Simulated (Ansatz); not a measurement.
# TiO2: the cost of one run

Method: DFT PBE+U, scalar-relativistic, plane waves, PAW, in Ansatz 0.2.0.

2 further runs of the same task are left out: 2 set aside as unsound or not needed.

### 1 The starting structure

Symmetry: I4_1/amd, No. 141, tetragonal system. Conventional cell: a = 3.818 Å, b = 3.818 Å, c = 9.775 Å, α = 90.00°, β = 90.00°, γ = 90.00°. Ti (site symmetry -4m2) is surrounded by 6 O at 1.96 to 2.01 Å. O (site symmetry 2mm) has 3 Ti at 1.96 to 2.01 Å as nearest neighbours.

As a file:

```xyz
12
Lattice="3.8180 0.0000 0.0000 0.0000 3.8180 0.0000 0.0000 0.0000 9.7751" Properties=species:S:1:pos:R:3 pbc="T T T"
Ti    0.0000    0.0000    0.0000
Ti    0.0000    1.9090    2.4438
Ti    1.9090    1.9090    4.8876
Ti    1.9090    0.0000    7.3313
O     0.0000    1.9090    4.4506
O     0.0000    0.0000    2.0068
O     0.0000    1.9090    0.4370
O     1.9090    1.9090    2.8807
O     1.9090    0.0000    9.3381
O     1.9090    1.9090    6.8944
O     1.9090    0.0000    5.3245
O     0.0000    0.0000    7.7683
```

It goes back to an entry of the Materials Project.

The unstrained cell comes from an earlier run at this level (12 atoms, E(σ→0) -14541.7058 eV, gap 2.62 eV over the zone).

### 2 The cell strained by -1.5 %

The input, input.yaml:

```yaml
crystal:
  lattice:
    - [3.8180006865, 0.0, 0.0]
    - [0.0, 3.8180006865, 0.0]
    - [0.0, 0.0, 9.6284862111]
  atoms:
    - { symbol: Ti, position: [0.0, 0.0, 0.0] }
    - { symbol: Ti, position: [0.0, 0.5, 0.25] }
    - { symbol: Ti, position: [0.5, 0.5, 0.5] }
    - { symbol: Ti, position: [0.5, 0.0, 0.75] }
    - { symbol: O, position: [0.0, 0.5, 0.4552981748] }
    - { symbol: O, position: [0.0, 0.0, 0.2052981748] }
    - { symbol: O, position: [0.0, 0.5, 0.0447018252] }
    - { symbol: O, position: [0.5, 0.5, 0.2947018252] }
    - { symbol: O, position: [0.5, 0.0, 0.9552981748] }
    - { symbol: O, position: [0.5, 0.5, 0.7052981748] }
    - { symbol: O, position: [0.5, 0.0, 0.5447018252] }
    - { symbol: O, position: [0.0, 0.0, 0.7947018252] }
basis:
  ecutwfc: 420
kpoints:
  mp_grid: { grid: [6, 6, 4] }
hamiltonian:
  xc: pbe
  hubbard: { sites: [{ species: Ti, l: d, u_eff: 4.0 }] }
scf:
  occupations: { method: gaussian, width: 0.02 }
output:
  forces: true
  stress: true
  eigenvalues: true
relax:
  adjacent_minimum: "off"
  f_tol: 0.008
  max_steps: 40
```

The run is started by

```console
ansatz run input.yaml --threads 1 --pin off --max-ram 2560MiB --backend cpu --events-out ev --progress --plain --runs-dir out
```

What time and memory should one allow on 1 thread of Intel Xeon Platinum 8259CL at 2.50GHz (Skylake/Cascade Lake), shared host?

About 79 s, with a peak of 0.73 GiB.
